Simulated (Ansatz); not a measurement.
## Hf2S: how the energy converges with the cutoff

Hf2S, P6_3/mmc, a = 3.374 Å, c = 11.717 Å. The structure is a Materials Project entry; whether it is the stable form wasn't checked. Ansatz: PBEsol, PAW, cutoff varied, Γ-centred 12×12×4 mesh on 6 atoms, Gaussian smearing 0.10 eV; no spin polarisation. Single points at one geometry, the cutoff alone changed; ΔE is the energy at zero smearing over the run at 850 eV (runs within 0.3 meV/atom of it are left out). The runs up to 380 eV lie under the cutoff recommended for these PAW datasets.

```
cutoff (eV)  ΔE (meV/atom)
        150       22979.88
        200              ?
        250         661.45
        300          63.98
        350           4.43
        380           1.93
        420           1.12
        460           0.63
        520           0.30
```

**Question.** Assume ΔE falls exponentially with the cutoff, fit y = ln ΔE against x, the cutoff in eV, to the other rows, and predict the missing value.

**Answer.** y = 10.042, 6.494, 4.159, 1.488, 0.658, 0.113, -0.462, -1.204. Means x = 353.8, y = 2.6610; Σ(Δx)² = 99188, ΣΔxΔy = -3173; the slope is their ratio. y = 13.98 − 0.03199 x, a factor of ten per 72 eV. At 200 eV this gives ΔE = 1962.55 meV/atom. The run gave 3936.17, a ratio of 0.50. Between neighbouring rows the decay runs from a factor of ten per 43 eV to one per 186 eV, so one exponential is only a rough guide. The fast fall gives way to a slow tail, so a fit to low cutoffs promises convergence too early.